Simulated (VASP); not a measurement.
The system is Si.

```
Si
1.0
     2.62054    0.00000    0.00000
    -1.31027    2.26946    0.00000
     0.00000    0.00000    2.46635
Si
1
Direct
  0.00000 0.00000 0.00000
```

This isn't the form of Si at room conditions, which is diamond.

- Program: VASP 6.6.1
- Task: relaxation of cell and atoms
- Functional: vdW-DF-cx
- Potentials or basis: VASP PAW PBE potentials, release 64 (Si)
- Cutoff: 600 eV
- k mesh: 12 × 12 × 11
- Occupations: fermi-dirac, width 0.05 eV
- Spin: no spin polarisation

At the start: pressure 2.5 GPa; volume 14.67 Å³/atom.

Task: Where does the relaxation end?

Result: Over 7 steps the energy falls by 3.5 meV/atom and the volume is 14.96 Å³/atom (+2.0 %); space group P6/mmm (No. 191, to 0.05 Å).

The path:
| step | energy change (eV) | largest force (eV/Å) | pressure (GPa) | volume (Å³) |
| --- | --- | --- | --- | --- |
| 1 | 0.0000 | 0.0000 | 2.47 | 14.67 |
| 2 | -0.0020 | 0.0000 | -1.39 | 15.15 |
| 3 | -0.0035 | 0.0000 | 0.05 | 14.96 |
| 4 | -0.0035 | 0.0000 | 0.09 | 14.95 |
| 5 | -0.0035 | 0.0000 | 0.02 | 14.97 |
| 6 | -0.0035 | 0.0000 | 0.03 | 14.96 |
| 7 | -0.0035 | 0.0000 | 0.05 | 14.96 |

Final structure:
```cif
data_structure
_symmetry_space_group_name_H-M 'P 1'
_symmetry_Int_Tables_number 1
_cell_length_a 2.6292
_cell_length_b 2.6292
_cell_length_c 2.4989
_cell_angle_alpha 90.000
_cell_angle_beta 90.000
_cell_angle_gamma 120.000
_cell_volume 14.96
loop_
_atom_site_label
_atom_site_type_symbol
_atom_site_fract_x
_atom_site_fract_y
_atom_site_fract_z
_atom_site_occupancy
Si1 Si 0.00000 0.00000 0.00000 1
```

Caveat: the PAW data sets were made with another functional, which shifts forces and pressure a little.
